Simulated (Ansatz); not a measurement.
## AgCl: electron density at the nuclei under pressure

```
Ag Cl
1.0
     0.00000    2.77315    2.77315
     2.77315    0.00000    2.77315
     2.77315    2.77315    0.00000
Ag Cl
1 1
Direct
  0.50000 0.50000 0.50000
  0.00000 0.00000 0.00000
```

Atom numbers follow the list: Ag1, Cl2.

The geometry is COD entry 9011666, unchecked; take it as a test cell.

Level of theory: DFT, PBEsol, all-electron PAW with datasets made for the crystal, scalar-relativistic (Ansatz 0.2.0).

The runs use a Γ-centred 9×9×9 k mesh, Fermi–Dirac smearing of 0.01 eV, cutoff 260 eV (chosen by the program for this cell), no spin polarisation.

The contact density is the mean electron density over the nuclear volume; its changes follow the s electrons' response to bonding and compression. Changes below are taken from the unscaled cell, where it is 946923 e/Å³ at Ag1, 24045.1 e/Å³ at Cl2.

```json
{"V/V(cell)": "0.9400", "P (GPa)": "0.5", "Δρ(0) Ag1 (e/Å³)": "4.10", "Δρ(0) Cl2 (e/Å³)": "-0.02"}
{"V/V(cell)": "0.9600", "P (GPa)": "-0.7", "Δρ(0) Ag1 (e/Å³)": "?", "Δρ(0) Cl2 (e/Å³)": "-0.01"}
{"V/V(cell)": "0.9800", "P (GPa)": "-1.7", "Δρ(0) Ag1 (e/Å³)": "1.31", "Δρ(0) Cl2 (e/Å³)": "0.00"}
{"V/V(cell)": "0.9900", "P (GPa)": "-2.2", "Δρ(0) Ag1 (e/Å³)": "?", "Δρ(0) Cl2 (e/Å³)": "0.00"}
{"V/V(cell)": "1.0000", "P (GPa)": "-2.6", "Δρ(0) Ag1 (e/Å³)": "0.00", "Δρ(0) Cl2 (e/Å³)": "0.00"}
{"V/V(cell)": "1.0100", "P (GPa)": "-3.0", "Δρ(0) Ag1 (e/Å³)": "-0.63", "Δρ(0) Cl2 (e/Å³)": "0.00"}
{"V/V(cell)": "1.0200", "P (GPa)": "-3.4", "Δρ(0) Ag1 (e/Å³)": "?", "Δρ(0) Cl2 (e/Å³)": "0.00"}
{"V/V(cell)": "1.0400", "P (GPa)": "-4.1", "Δρ(0) Ag1 (e/Å³)": "-2.44", "Δρ(0) Cl2 (e/Å³)": "0.00"}
{"V/V(cell)": "1.0600", "P (GPa)": "-4.7", "Δρ(0) Ag1 (e/Å³)": "-3.57", "Δρ(0) Cl2 (e/Å³)": "0.00"}
```

(1) Give the missing entry: row "1.0200", column "Δρ(0) Ag1 (e/Å³)".

(2) Give the missing entry: row "0.9600", column "Δρ(0) Ag1 (e/Å³)".

(3) Give the missing entry: row "0.9900", column "Δρ(0) Ag1 (e/Å³)".

The datasets are made afresh for each cell, so very small changes are uncertain.

Results:

(1) -1.24.

(2) 2.67.

(3) 0.64.
